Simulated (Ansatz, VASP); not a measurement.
**One calculation of PbSe, two programs**

The input INCAR:

```
  PREC = Accurate
  ENCUT = 520
  EDIFF = 1E-6
  ISMEAR = 0
  SIGMA = 0.01
  LREAL = F
  LASPH = T
  NELM = 60
  ALGO = Normal
  ISIF = 2
  LWAVE = F
  LCHARG = T
  GGA = PE
  IVDW = 12
  LELF = T
  LVHAR = T
  NBANDS = 17
```

File KPOINTS:

```
Automatic mesh
0
Gamma
  10 10 10
```

POSCAR

```
PbSe
1.0
    0.0000000000      3.1272554996      3.1272554996
    3.1272554996      0.0000000000      3.1272554996
    3.1272554996      3.1272554996      0.0000000000
Pb Se
1 1
Direct
    0.0000000000      0.0000000000      0.0000000000
    0.5000000000      0.5000000000      0.5000000000
```

Input for Ansatz:

```yaml
crystal:
  lattice:
    - [0.0, 3.1272554996, 3.1272554996]
    - [3.1272554996, 0.0, 3.1272554996]
    - [3.1272554996, 3.1272554996, 0.0]
  atoms:
    - { symbol: Pb, position: [0.0, 0.0, 0.0] }
    - { symbol: Se, position: [0.5, 0.5, 0.5] }
basis:
  ecutwfc: 420
kpoints:
  mp_grid: { grid: [10, 10, 10] }
hamiltonian:
  xc: pbe
  dispersion: d3bj
scf:
  occupations: { method: gaussian, width: 0.01 }
output:
  forces: true
  stress: true
  eigenvalues: true
```

Alike in both runs: task single point; functional PBE; dispersion D3(BJ); k mesh 10 × 10 × 10; occupations gaussian, width 0.01 eV; no spin polarisation.

|  | VASP | Ansatz |
| --- | --- | --- |
| version | VASP 6.6.1 | Ansatz 0.2.0 |
| potentials or method | VASP PAW PBE potentials, release 64 (Pb_d, Se) | scalar-relativistic, plane waves, PAW |
| plane-wave cutoff (eV) | 520 | 420 |
| valence electrons in the cell | 20 | 30 |

|  | VASP | Ansatz | Ansatz less VASP |
| --- | --- | --- | --- |
| gap on the k mesh at the Fermi level (eV) | 0.49 | 0.48 | -0.005 |
| least direct gap on the mesh (eV) | 0.49 | 0.48 | -0.005 |
| pressure (GPa) | -2.5 | -2.5 | +0.02 |

The two sets of potentials don't hold the same shells in valence.

Caveats: spin-orbit coupling is left out, which as a rule narrows the gap of such compounds by several tenths of an eV.
